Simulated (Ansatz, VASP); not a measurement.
## Two plane-wave programs on Cu

```
Cu
1.0
     2.32683    0.00000    0.00000
     0.00000    2.32683    0.00000
     0.00000    0.00000    2.32683
Cu
1
Direct
  0.00000 0.00000 0.00000
```

Alike in both runs: functional LDA; k mesh 13 × 13 × 13; occupations fermi-dirac, width 0.1 eV; no spin polarisation.

Ansatz relaxed the structure, and its values are those at the end. VASP's run is a single point on that final structure, the one shown.

```csv
,VASP,Ansatz
version,VASP 6.6.1,Ansatz 0.2.0
potentials or method,"VASP PAW LDA potentials, release 64 (Cu)","plane waves (420 eV) with PAW, scalar-relativistic"
plane-wave cutoff (eV),520,420
valence electrons in the cell,11,19
```

```tsv
	VASP	Ansatz	Ansatz less VASP
pressure (GPa)	0.8	0.0	-0.79
```

The two sets of potentials don't hold the same shells in valence. Ansatz warned: «pseudo_functional_mismatch».
